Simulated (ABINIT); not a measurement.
## MgB2 in ABINIT: convergence with smearing width

Input of the first run (smearing width 0.272 eV); the others differ in this setting and in those tied to it:

run.abi

```
# Pseudopotentials
pp_dirpath "./"
pseudos "Mg.GGA_PBE-JTH.xml, B.GGA_PBE-JTH.xml"

# Structure
acell 3*1.0
rprim
     5.8298050945     0.0000000000     0.0000000000
    -2.9149025472     5.0487593110     0.0000000000
     0.0000000000     0.0000000000     6.6575051371
ntypat 2
znucl 12 5
natom 3
typat 1 2 2
xred
     0.0000000000     0.0000000000     0.0000000000
     0.6666666667     0.3333333333     0.5000000000
     0.3333333333     0.6666666667     0.5000000000

# Plane-wave basis
ecut 19.0
pawecutdg 38.0
pawxcdev 0

# k points
kptopt 1
ngkpt 10 10 8
nshiftk 1
shiftk 0.0 0.0 0.0

# Exchange and correlation
ixc 11

# Bands and occupations
nband 12
occopt 6
tsmear 0.272 eV

# SCF cycle
nstep 100
tolvrs 1.0e-9

# Output
iomode 3
prtwf 0
prtden 0
prteig 0
prtebands 0
enunit 2
```

Potentials or basis: JTH PAW PBE v2.0.

Launch:

```console
$ abinit run.abi > log 2>&1
```

Hardware: 1 thread of Arm Neoverse V1 (shared host).

| smearing width | energy less the tightest run (meV/atom) | pressure (GPa) | SCF cycles | CPU time (s) | peak memory (GiB) |
| --- | --- | --- | --- | --- | --- |
| 0.272 eV | -0.10 | -1.27 | 11 | 21 | 0.1 |
| 0.2 eV | 0.01 | -1.25 | 11 | 21 | 0.1 |
| 0.136 eV | -0.03 | -1.23 | 11 | 21 | 0.1 |
| 0.1 eV | -0.05 | -1.22 | 11 | 21 | 0.1 |
| 0.05 eV | -0.03 | -1.21 | 11 | 21 | 0.1 |
| 0.025 eV | -0.01 | -1.20 | 11 | 21 | 0.1 |
| 0.01 eV | 0.00 | -1.19 | 11 | 21 | 0.1 |

Against the tightest run, the energy stays within 1 meV/atom from 0.272 eV on; the pressure stays within 0.1 GPa from 0.272 eV on. Narrower smearing needs a denser k mesh, so at a fixed mesh the narrowest width isn't the most accurate. The tightest run that finished is the yardstick and may itself not be fully converged.

Caveat, for the tightest run too: the atomic spheres overlap.
